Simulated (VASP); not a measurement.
## TlBr: single point with HSE06

The system is TlBr.

```
CELL_PARAMETERS angstrom
4.03126 0.00000 0.00000
0.00000 3.99491 0.00000
0.00000 0.00000 3.99491
ATOMIC_POSITIONS crystal
Tl 0.00000 0.00000 0.00000
Br 0.50000 0.50000 0.50000
```

The cell was built by a generator and needn't be a form met in nature.

The cell isn't the ideal one: uniaxial_x strain +0.9%.

* Program: VASP 6.6.1
* Task: single point
* Functional: HSE06
* Potentials or basis: VASP PAW PBE potentials, release 64 (Tl_d, Br)
* Cutoff: 520 eV
* k mesh: 4 × 4 × 4
* Occupations: gaussian, width 0.01 eV
* Spin: no spin polarisation
* Dipole correction: no
* Exchange at q = 0: truncated
* Grid for exact exchange (PRECFOCK): Normal
* Screening parameter: 0.2079 1/A
* Further INCAR settings: ALGO = Normal; EDIFF = 1e-06; NBANDS = 17

```yaml
Pressure: 0.5 GPa
Band_gap_on_the_k_mesh: 2.58 eV, indirect (least direct gap 2.61 eV)
```

Stress tensor (GPa, compression positive):
```
0.33 0.00 0.00
0.00 0.57 0.00
0.00 0.00 0.57
```

Levels at points of the mesh, in eV from the valence-band top:
| k point | band 6 | band 7 | band 8 | band 9 | band 10 | band 11 | band 12 | band 13 | band 14 | band 15 |
| --- | --- | --- | --- | --- | --- | --- | --- | --- | --- | --- |
| (0.00, 0.00, 0.00) | -11.25 | -4.78 | -1.57 | -1.50 | -1.50 | 7.84 | 7.92 | 8.16 | 8.24 | 8.24 |
| (0.50, 0.00, 0.00) | -11.24 | -5.91 | -1.01 | -1.01 | 0.00 | 2.64 | 6.71 | 6.71 | 8.97 | 11.33 |
| (0.00, 0.50, 0.00) | -11.24 | -5.86 | -1.05 | -1.00 | -0.03 | 2.58 | 6.60 | 6.76 | 8.95 | 11.31 |
| (0.50, 0.50, 0.00) | -11.20 | -3.83 | -3.20 | -3.19 | -0.91 | 5.69 | 5.78 | 8.44 | 8.61 | 11.32 |
| (0.00, 0.50, 0.50) | -11.19 | -3.78 | -3.19 | -3.19 | -0.95 | 5.67 | 5.67 | 8.34 | 8.54 | 11.19 |
| (0.50, 0.50, 0.50) | -11.19 | -2.75 | -2.22 | -2.22 | -2.19 | 2.88 | 2.88 | 2.95 | 13.75 | 13.91 |

It took 9.4 min on 1 thread of Intel(R) Xeon(R) Platinum 8488C (Sapphire Rapids), on a shared host, peak memory 0.29 GiB.

Caveat: the PAW data sets were made with another functional, which shifts forces and pressure a little; spin-orbit coupling is left out, which as a rule narrows the gap of such compounds by several tenths of an eV. A k mesh can miss the band edges.
